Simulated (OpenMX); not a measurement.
ZnO (zincite), 4 atoms in the cell. The structure is hexagonal, space group P6_3mc (No. 186). Conventional cell: a = 3.249 Å, b = 3.249 Å, c = 5.206 Å, α = 90.00°, β = 90.00°, γ = 120.00°. Zn (site symmetry 3m) has 4 O at 1.97 to 1.98 Å as nearest neighbours. O (site symmetry 3m) is surrounded by 4 Zn at 1.97 to 1.98 Å. 

* Program: OpenMX 3.8.5
* Task: single point
* Functional: PBE
* Potentials or basis: OpenMX 2013 PBE set, Zn6.0H-s3p2d2, O6.0-s2p2d1, grid cutoff 500 Ry
* k mesh: 9 × 9 × 5
* Occupations: fermi-dirac, width 0.05 eV
* Spin: no spin polarisation
* Mixing scheme: rmm-diisk
* SCF threshold: 1e-08 Ha
* Solver: band
* Max SCF cycles: 100

Potentials or basis: OpenMX 2013 PBE set, Zn6.0H-s3p2d2, O6.0-s2p2d1, grid cutoff 500 Ry.

The run is started by

```console
$ openmx ZnO.dat -nt 1 > ZnO.std
```

Hardware: 1 thread of Intel(R) Xeon(R) 6975P-C (Granite Rapids) (shared host).

**Question.** Estimate the wall time of this run.

**Answer.** Run time: 2.6 min on 1 thread of Intel(R) Xeon(R) 6975P-C (Granite Rapids) (shared host), peak memory 0.79 GiB. Counts: k points 203, basis 64, scf iterations 19.
